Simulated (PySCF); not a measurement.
# C6H7N (Aniline): the cost of one run

Computed with PySCF 2.14.0 and routines of our own; the level stands in each step. Atoms count from 0.

## Step 1: The starting structure

14 atoms, charge 0, multiplicity 1; geometry from: GFN2-xTB.

## Step 2: Geometry optimisation at BHandHLYP/6-31+G*

The job: settings as JSON, then the geometry in Å.

```
{"job": {"xc": "BHandHLYP", "basis": "6-31+G*", "grid": 1, "kind": "geom"}, "charge": 0, "multiplicity": 1}
N      2.276660    -0.210869     0.200549
C      0.907792    -0.079373     0.067279
C      0.261885     1.080980     0.494308
C     -1.113694     1.180680     0.426632
C     -1.870985     0.131076    -0.066497
C     -1.236316    -1.023327    -0.494112
C      0.138884    -1.131225    -0.431119
H      2.714043    -0.915133    -0.371208
H      2.800674     0.645394     0.281086
H      0.851059     1.901839     0.879187
H     -1.599479     2.086327     0.760195
H     -2.946125     0.212439    -0.118438
H     -1.817802    -1.846371    -0.884007
H      0.632725    -2.032910    -0.766021
```

Launch:

```console
> OMP_NUM_THREADS=1 python excited_run.py task.json out
```

The driver reads the jobs from task.json and runs them one after another.

**Question.** How long does this first job take on 1 thread of Intel Xeon Platinum 8488C, shared host, and how much memory does it need?

About 35 s, with a peak of 0.66 GiB.
